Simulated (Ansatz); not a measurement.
All numbers below come from Ansatz 0.2.0, DFT PBE, scalar-relativistic, plane waves, PAW. Settings of the last relaxation (2-atom cell): 420 eV, 10×10×10 k points, Gaussian smearing of 0.02 eV, no spin polarisation.

Formation energies are uncorrected and count from the elements' standard states at the same level.

Problem. Propose a candidate for a cubic wide-gap insulator that holds Al and 1 more element, with a gap near 4.4 eV, a formation energy near −1.20 eV/atom and about 8 Å³ per atom, in a cell of 2 atoms.

Solution. AlN, space group Fm-3m (No. 225). Al is surrounded by 6 N at 2.04 Å; around N lie 6 Al at 2.04 Å.

```xyz
2
Lattice="0.0000 2.0353 2.0353 2.0353 0.0000 2.0353 2.0353 2.0353 0.0000" Properties=species:S:1:pos:R:3 pbc="T T T"
Al    0.0000    0.0000    0.0000
N     2.0353    2.0353    2.0353
```

* Volume per atom: 8.43 Å³
* Density: 4.04 g/cm³
* Energy over the elements: −1.200 eV/atom
* Gap on the 10×10×10 mesh of the 2-atom cell: 4.44 eV

The cell was reached from a generator's guess, though it ends in a space group that the Crystallography Open Database lists for this formula. The answer needn't be unique; the calculation gave this one.

Kohn–Sham gaps at this level usually fall short of measured ones. A later test with randomly moved atoms came back to the same energy, though modes that don't fit the test's cell weren't probed.
